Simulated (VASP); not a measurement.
# BN (P6_3/mmc) in VASP: further runs

The runs below take BN through relaxation of cell and atoms, vibrations by finite differences, with PBE+D3(BJ).

All numbers are computed with VASP 6.6.1; they aren't measurements. Logs are shortened: lines on timing, memory, paths and dates and some standing lists are left out, and cuts for length are marked.

**1. Starting point**

Symmetry: P6_3/mmc, No. 194, hexagonal system. The conventional cell has a = 2.498 Å, b = 2.498 Å, c = 6.636 Å, α = 90.00°, β = 90.00°, γ = 120.00°. Around B (site symmetry -6m2) lie 3 N at 1.44 Å. Around N (site symmetry -6m2) lie 3 B at 1.44 Å.

**2. Relaxation of cell and atoms, PBE+D3(BJ)**

INCAR reads:

```
SYSTEM = BN
ALGO = Normal
EDIFF = 1E-7
EDIFFG = -0.002
ENCUT = 520
GGA = PE
IBRION = 2
ISIF = 3
ISMEAR = 0
IVDW = 12
LASPH = .True.
LCHARG = .False.
LREAL = .False.
LWAVE = .False.
NELM = 100
NSW = 80
PREC = Accurate
SIGMA = 0.02
```

KPOINTS reads:

```
k-points
0
Gamma
  6 6 2
  0 0 0
```

POSCAR reads:

```
BN
1.0
    2.4982400000      0.0000000000      0.0000000000
   -1.2491200000      2.1635393000      0.0000000000
    0.0000000000      0.0000000000      6.6357000000
B N
2 2
Direct
    0.3333333300      0.6666666700      0.2500000000
    0.6666666700      0.3333333300      0.7500000000
    0.3333333300      0.6666666700      0.7500000000
    0.6666666700      0.3333333300      0.2500000000
```

Potentials or basis: VASP PAW PBE potentials, release 64 (B, N).

Command:

```console
cat potpaw_PBE.64/B/POTCAR potpaw_PBE.64/N/POTCAR > POTCAR
mpirun -np 1 vasp_std > vasp.out
```

OUTCAR:

```text
SYSTEM = BN
   EDIFF = 1E-7
   EDIFFG = -0.002
   ENCUT = 520
   GGA = PE
   IBRION = 2
   ISIF = 3
   ISMEAR = 0
   IVDW = 12
   LASPH = .True.
   LREAL = .False.
   NELM = 100
   NSW = 80
   PREC = Accurate
 IVDW          = 12

 ion  position               nearest neighbor table
   1  0.333  0.667  0.250-   4 1.44   4 1.44   4 1.44
   2  0.667  0.333  0.750-   3 1.44   3 1.44   3 1.44
   3  0.333  0.667  0.750-   2 1.44   2 1.44   2 1.44
   4  0.667  0.333  0.250-   1 1.44   1 1.44   1 1.44

  LATTYP: Found a hexagonal cell.
 ALAT       =     2.4982400000
 C/A-ratio  =     2.6561499296

  Lattice vectors:

 A1 = (   2.4982400000,   0.0000000000,   0.0000000000)
 A2 = (  -1.2491200000,   2.1635393000,   0.0000000000)
 A3 = (   0.0000000000,   0.0000000000,   6.6357000000)

Analysis of symmetry for initial positions (statically):
=====================================================================
 Subroutine PRICEL returns:
 Original cell was already a primitive cell.

 Routine SETGRP: Setting up the symmetry group for a
 hexagonal supercell.

 Subroutine GETGRP returns: Found 24 space group operations
 (whereof 12 operations were pure point group operations)
 out of a pool of 24 trial point group operations.

The static configuration has the point symmetry D_3d.
 The point group associated with its full space group is D_6h.

Analysis of symmetry for dynamics (positions and initial velocities):
=====================================================================
 Subroutine PRICEL returns:
 Original cell was already a primitive cell.

 Routine SETGRP: Setting up the symmetry group for a
 hexagonal supercell.

 Subroutine GETGRP returns: Found 24 space group operations
 (whereof 12 operations were pure point group operations)
 out of a pool of 24 trial point group operations.

The dynamic configuration has the point symmetry D_3d.
 The point group associated with its full space group is D_6h.

 Subroutine INISYM returns: Found 24 space group operations
 (whereof 12 operations are pure point group operations),
 and found     1 'primitive' translations

----------------------------------------------------------------------------------------

                                     Primitive cell

  volume of cell :      35.8662

  direct lattice vectors                    reciprocal lattice vectors
     2.498240000  0.000000000  0.000000000     0.400281798  0.231102805  0.000000000
    -1.249120000  2.163539300  0.000000000     0.000000000  0.462205609  0.000000000
     0.000000000  0.000000000  6.635700000     0.000000000  0.000000000  0.150700002

  length of vectors
     2.498240000  2.498239996  6.635700000     0.462205608  0.462205609  0.150700002

  position of ions in fractional coordinates (direct lattice)
     0.333333330  0.666666670  0.250000000
     0.666666670  0.333333330  0.750000000
     0.333333330  0.666666670  0.750000000
     0.666666670  0.333333330  0.250000000

  ion indices of the primitive-cell ions
   primitive index   ion index
                 1           1
                 2           2
                 3           3
                 4           4

----------------------------------------------------------------------------------------

 KPOINTS: k-points

Automatic generation of k-mesh.
 Grid dimensions read from file:
 generate k-points for:    6    6    2

 Generating k-lattice:

  Cartesian coordinates                     Fractional coordinates (reciprocal lattice)
     0.066713633  0.038517134  0.000000000     0.166666667 -0.000000000  0.000000000
     0.000000000  0.077034268  0.000000000     0.000000000  0.166666667  0.000000000
     0.000000000  0.000000000  0.075350001     0.000000000  0.000000000  0.500000000

  Length of vectors
     0.077034268  0.077034268  0.075350001

  Shift w.r.t. Gamma in fractional coordinates (k-lattice)
     0.000000000  0.000000000  0.000000000

 Subroutine IBZKPT returns following result:
 ===========================================

 Found     14 irreducible k-points:

 Following reciprocal coordinates:
            Coordinates               Weight
  0.000000  0.000000  0.000000      1.000000
  0.166667 -0.000000  0.000000      6.000000
  0.333333  0.000000  0.000000      6.000000
  0.500000 -0.000000  0.000000      3.000000
  0.166667  0.166667  0.000000      6.000000
  0.333333  0.166667  0.000000     12.000000
  0.333333  0.333333  0.000000      2.000000
  0.000000  0.000000  0.500000      1.000000
  0.166667 -0.000000  0.500000      6.000000
  0.333333  0.000000  0.500000      6.000000
  0.500000 -0.000000  0.500000      3.000000
  0.166667  0.166667  0.500000      6.000000
  0.333333  0.166667  0.500000     12.000000
  0.333333  0.333333  0.500000      2.000000
   k-points           NKPTS =     14   k-points in BZ     NKDIM =     14   number of bands    NBANDS=     12
   number of dos      NEDOS =    301   number of ions     NIONS =      4
   total plane-waves  NPLWV =  20000
   dimension x,y,z NGX =    20 NGY =   20 NGZ =   50
   dimension x,y,z NGXF=    40 NGYF=   40 NGZF=  100
   ions per type =               2   2
   NGX,Y,Z   is equivalent  to a cutoff of  13.31, 13.31, 12.53 a.u.
   NGXF,Y,Z  is equivalent  to a cutoff of  26.62, 26.62, 25.05 a.u.
 SYSTEM =  BN
   PREC   = accura    normal or accurate (medium, high low for compatibility)
   ISTART =      0    job   : 0-new  1-cont  2-samecut
   ICHARG =      2    charge: 1-file 2-atom 10-const
   ISPIN  =      1    spin polarized calculation?
   LNONCOLLINEAR =      F non collinear calculations
   LSORBIT =      F    spin-orbit coupling
   LASPH  =      T    aspherical Exc in radial PAW
   ENCUT  =  520.0 eV  38.22 Ry    6.18 a.u.   4.65  4.65 12.34*2*pi/ulx,y,z
   NELM   =    100;   NELMIN=  2; NELMDL= -5     # of ELM steps
   EDIFF  = 0.1E-06   stopping-criterion for ELM
   LREAL  =      F    real-space projection
   EDIFFG = -.2E-02   stopping-criterion for IOM
   NSW    =     80    number of steps for IOM
   IBRION =      2    ionic relax: 0-MD 1-quasi-New 2-CG
   NFREE  =      1    steps in history (QN), initial steepest desc. (CG)
   ISIF   =      3    stress and relaxation
   ISYM   =      2    0-nonsym 1-usesym 2-fastsym
   POTIM  = 0.5000    time-step for ionic-motion
   TEBEG  =    0.0;   TEEND  =   0.0 temperature during run
   PSTRESS=    0.0 pullay stress
   NELECT =      16.0000    total number of electrons
   NUPDOWN=      -1.0000    fix difference up-down
   EMIN   =  10.00;   EMAX   =-10.00  energy-range for DOS
   EFERMI =   0.00;   METHOD = LEGACY
   ISMEAR =     0;   SIGMA  =   0.02  broadening in eV -4-tet -1-fermi 0-gaus
   EFERMI_NEDOS =   21; number of points for ismear=-14 and -15
   IALGO  =     38    algorithm
   IMIX   =      4    mixing-type and parameters
     AMIX     =   0.40;   BMIX     =  1.00
     AMIX_MAG =   1.60;   BMIX_MAG =  1.00
  volume/ion in A,a.u.               =       8.97        60.51
  Fermi-wavevector in a.u.,A,eV,Ry     =   1.250891  2.363842 21.289433  1.564729
  Thomas-Fermi vector in A             =   2.384864
   LORBIT       =      0    0 simple, 1 ext, 2 COOP (PROOUT), +10 PAW based schemes
   GGA     = PE    functional components
   LHFCALC =     F    Hartree Fock is set to
   AEXX    =    0.0000 exact exchange contribution
   IVDW    =    12    specifies the selected vdW correction
   LEPSILON=     F    determine dielectric tensor
   LRPA    =     F    only Hartree local field effects (RPA)
 conjugate gradient relaxation of ions
 non-spin polarized calculation
 Gauss-broadening in eV      SIGMA  =   0.02
  energy-cutoff  :      520.00
  volume of cell :       35.87
 maximum number of plane-waves:       985
 NGX is ok and might be reduce to    20
   NGX =  9   NGY =  9   NGZ = 25

--------------------------------------- Ionic step        1  -------------------------------------------

 number of electron      15.9999997 magnetization

 Free energy of the ion-electron system (eV)
  ---------------------------------------------------
  ext. energy  EPLUGINS =         0.00000000
  ---------------------------------------------------
  free energy    TOTEN  =       -35.14552857 eV

  energy without entropy =      -35.14552857  energy(sigma->0) =      -35.14552857

------------------------ aborting loop because EDIFF is reached ----------------------------------------

 Edisp (eV)   -0.56768

 E8    (eV) :    -0.1663

  FORCE on cell =-STRESS in cart. coord.  units (eV):
  Direction    XX          YY          ZZ          XY          YZ          ZX
  --------------------------------------------------------------------------------------
  -------------------------------------------------------------------------------------
  Total       0.83350     0.83350    -0.04437    -0.00000     0.00000     0.00000
  in kB      37.23317    37.23317    -1.98210    -0.00000     0.00000     0.00000
  external pressure =       24.16 kB  Pullay stress =        0.00 kB
[... 103 lines left out ...]
  FREE ENERGIE OF THE ION-ELECTRON SYSTEM (eV)
  ---------------------------------------------------
  free  energy   TOTEN  =       -35.7160422655 eV

  energy  without entropy=      -35.7160422655  energy(sigma->0) =      -35.71604227

[... ionic steps 4 to 8 ...]

--------------------------------------- Ionic step        9  -------------------------------------------

 number of electron      15.9999997 magnetization

------------------------ aborting loop because EDIFF is reached ----------------------------------------

 Edisp (eV)   -0.56796

 E8    (eV) :    -0.1665
[... 73 lines left out ...]
  energy  without entropy=      -35.7161375757  energy(sigma->0) =      -35.71613758

--------------------------------------- Ionic step       11  -------------------------------------------

 number of electron      15.9999997 magnetization

 Free energy of the ion-electron system (eV)
  ---------------------------------------------------
  ext. energy  EPLUGINS =         0.00000000
  ---------------------------------------------------
  free energy    TOTEN  =       -35.14823958 eV

  energy without entropy =      -35.14823958  energy(sigma->0) =      -35.14823958

 E-fermi :   2.4386     XC(G=0): -10.1066

 val. band max:        2.3125960232   @ k =   0.3333   0.3333   0.5000
 cond. band min:       6.5745268106   @ k =   0.5000  -0.0000   0.0000
 fundamental gap:      4.2619307874
 Fermi energy:         2.4386389032

 k-point     1 :       0.0000    0.0000    0.0000
  band No.  band energies     occupation
      1     -15.4728      2.00000
      2     -15.1628      2.00000
      3      -3.9136      2.00000
      4      -1.7164      2.00000
      5       0.9790      2.00000
      6       0.9790      2.00000
      7       1.0190      2.00000
      8       1.0190      2.00000
      9       7.6164      0.00000
     10      12.6964      0.00000
     11      13.8314      0.00000
     12      13.8314      0.00000
[... 228 lines left out ...]
  FREE ENERGIE OF THE ION-ELECTRON SYSTEM (eV)
  ---------------------------------------------------
  free  energy   TOTEN  =       -35.7161579661 eV

  energy  without entropy=      -35.7161579661  energy(sigma->0) =      -35.71615797

 reached required accuracy - stopping structural energy minimisation
```

Wall time 61 s (1 thread of Intel Xeon Platinum 8259CL at 2.50GHz (Skylake/Cascade Lake), shared host); peak memory 0.16 GiB.

Results:

```yaml
Free_energy: -35.7162 eV
Relaxed_volume: 8.97 Å³/atom
Relaxed_cell: a = 2.507 Å, b = 2.507 Å, c = 6.596 Å, α = 90.00°, β = 90.00°, γ = 120.00°
Space_group_after_relaxing_to_0.05_Å: P6_3/mmc (No. 194)
Energy_gained_by_relaxing: 0.7 meV/atom
Ionic_steps: 11
Pressure_after_relaxing: 0.0 GPa
Band_gap_on_the_k_mesh: 4.26 eV, indirect (least direct gap 4.63 eV)
Dispersion_energy_per_atom: -0.142 eV
```

Step by step:
```csv
step,energy change (eV),largest force (eV/Å),pressure (GPa),volume (Å³)
1,0.0000,0.0000,2.42,35.87
2,0.0076,0.0000,-4.64,36.57
3,-0.0028,0.0000,-0.07,36.11
4,-0.0028,0.0000,-0.02,36.10
5,-0.0028,0.0000,-0.02,36.09
6,-0.0029,0.0000,-0.01,36.05
7,-0.0029,0.0000,0.01,35.96
8,-0.0029,0.0000,0.05,35.79
9,-0.0030,0.0000,0.02,35.89
10,-0.0029,0.0000,-0.21,35.92
11,-0.0030,0.0000,0.00,35.90
```

Final structure:
```yaml
crystal:
  lattice:
    - [2.50675, 0.00000, 0.00000]
    - [-1.25338, 2.17091, 0.00000]
    - [0.00000, 0.00000, 6.59639]
  atoms:
    - { symbol: B, position: [0.33333, 0.66667, 0.25000] }
    - { symbol: B, position: [0.66667, 0.33333, 0.75000] }
    - { symbol: N, position: [0.33333, 0.66667, 0.75000] }
    - { symbol: N, position: [0.66667, 0.33333, 0.25000] }
```

Caveat: the k mesh is coarse (spacing up to 0.48 Å⁻¹), so the values aren't converged. A k mesh can miss the band edges.

**3. Relaxation of cell and atoms, PBE+D3(BJ)**

INCAR is that of step 2.

KPOINTS is that of step 2.

POSCAR reads:

```
BN                                      
1.0
    2.5067522020      0.0000000000      0.0000000000
   -1.2533761010      2.1709110832     -0.0000000000
    0.0000000000      0.0000000000      6.5963922365
  B               N             
     2     2
Direct
     0.3333333300000021    0.6666666699999979    0.2500000000000000
     0.6666666699999979    0.3333333300000021    0.7500000000000000
     0.3333333300000021    0.6666666699999979    0.7500000000000000
     0.6666666699999979    0.3333333300000021    0.2500000000000000
```

Potentials or basis: VASP PAW PBE potentials, release 64 (B, N).

Command:

```console
cat potpaw_PBE.64/B/POTCAR potpaw_PBE.64/N/POTCAR > POTCAR
mpirun -np 1 vasp_std > vasp.out
```

Run time: 12 s. Hardware: 1 thread of Intel Xeon Platinum 8259CL at 2.50GHz (Skylake/Cascade Lake), shared host; peak memory 0.15 GiB.

It converged, with:

| Quantity | Value |
| --- | --- |
| Free energy | -35.7161 eV |
| Pressure after relaxing | 0.0 GPa |
| Band gap on the k mesh | 4.26 eV, indirect (least direct gap 4.63 eV) |
| Dispersion energy per atom | -0.142 eV |

Final structure:
```xyz
4
Lattice="2.5068 0.0000 0.0000 -1.2534 2.1709 0.0000 0.0000 0.0000 6.5964" Properties=species:S:1:pos:R:3 pbc="T T T"
B     0.0000    1.4473    1.6491
B     1.2534    0.7236    4.9473
N     0.0000    1.4473    4.9473
N     1.2534    0.7236    1.6491
```

Levels at points of the mesh, in eV from the valence-band top:
```
           k point  band 6  band 7  band 8  band 9  band 10  band 11
(0.00, 0.00, 0.00)   -1.33   -1.29   -1.29    5.30    10.38    11.52
(0.50, 0.00, 0.00)   -4.07   -1.46   -0.41    4.26     5.67     9.51
(0.00, 0.00, 0.50)   -1.31   -1.31   -1.31    7.70     7.70    11.58
(0.50, 0.00, 0.50)   -4.10   -0.91   -0.91    4.73     4.73     9.89
```

Caveat: the k mesh is coarse (spacing up to 0.48 Å⁻¹), so the values aren't converged; the relaxation stopped at its first step, so nothing moved. A k mesh can miss the band edges.

**4. Vibrations by finite differences, PBE+D3(BJ) (a relaxed cell with its volume scaled by 0.98)**

INCAR reads:

```
ALGO     = Normal         # electronic algorithm
EDIFF    = 1E-8           # SCF threshold, eV
ENCUT    = 520            # plane-wave cutoff, eV
GGA      = PE             # functional
IBRION   = 6              # ionic algorithm
ISIF     = 2              # what is computed and relaxed
ISMEAR   = 0              # smearing method
IVDW     = 12             # dispersion correction
LASPH    = T              # aspherical terms in the spheres
LCHARG   = F              # write CHGCAR
LREAL    = F              # projectors in reciprocal space
LWAVE    = F              # write WAVECAR
NELM     = 100            # most SCF steps
NFREE    = 2            
NSW      = 1              # ionic steps
POTIM    = 0.015          # step
PREC     = Accurate       # precision mode
SIGMA    = 0.02           # smearing width, eV
```

KPOINTS reads:

```
k-points
0
Gamma
  6 6 2
```

Changes to POSCAR since step 3:

```diff
@@ -2,5 +2,5 @@
 1.0
-    2.5067522020      0.0000000000      0.0000000000
-   -1.2533761010      2.1709110832     -0.0000000000
-    0.0000000000      0.0000000000      6.5963922365
+    2.4899278548      0.0000000000      0.0000000000
+   -1.2449639274      2.1563407711      0.0000000000
+    0.0000000000      0.0000000000      6.5521198137
   B               N
```

Command:

```console
cat potpaw_PBE.64/B/POTCAR potpaw_PBE.64/N/POTCAR > POTCAR
mpirun -np 1 vasp_std > vasp.out
```

It took 90 s on 1 thread of Intel Xeon Platinum 8259CL at 2.50GHz (Skylake/Cascade Lake), shared host; peak memory 0.18 GiB.

The run converged. Its results:

* Highest phonon frequency at Γ, LO-TO splitting left out: 1389 cm⁻¹
* Dispersion energy per atom: -0.145 eV

Phonon frequencies in cm⁻¹ (negative: imaginary):
| q point | frequencies |
| --- | --- |
| (0.000, 0.000, 0.000) | 0 0 0 47 47 126 739 794 1389 1389 1389 1389 |

Caveat: the k mesh is coarse (spacing up to 0.49 Å⁻¹), so the values aren't converged.

**5. Vibrations by finite differences, PBE+D3(BJ) (a relaxed cell with its volume scaled by 1.02)**

INCAR is that of step 4.

KPOINTS is that of step 4.

Changes to POSCAR since step 4:

```diff
@@ -2,5 +2,5 @@
 1.0
-    2.4899278548      0.0000000000      0.0000000000
-   -1.2449639274      2.1563407711      0.0000000000
-    0.0000000000      0.0000000000      6.5521198137
+    2.5233536938      0.0000000000      0.0000000000
+   -1.2616768469      2.1852883968      0.0000000000
+    0.0000000000      0.0000000000      6.6400782264
   B               N
```

Command:

```console
cat potpaw_PBE.64/B/POTCAR potpaw_PBE.64/N/POTCAR > POTCAR
mpirun -np 1 vasp_std > vasp.out
```

It took 95 s on 1 thread of Intel Xeon Platinum 8259CL at 2.50GHz (Skylake/Cascade Lake), shared host; peak memory 0.18 GiB.

It converged, with:

```
Highest phonon frequency at Γ, LO-TO splitting left out : 1315 cm⁻¹
Dispersion energy per atom                              : -0.139 eV
```

Phonon frequencies in cm⁻¹ (negative: imaginary):
| q point | frequencies |
| --- | --- |
| (0.000, 0.000, 0.000) | 0 0 0 47 47 116 748 799 1315 1315 1315 1315 |

Caveat: the k mesh is coarse (spacing up to 0.48 Å⁻¹), so the values aren't converged.
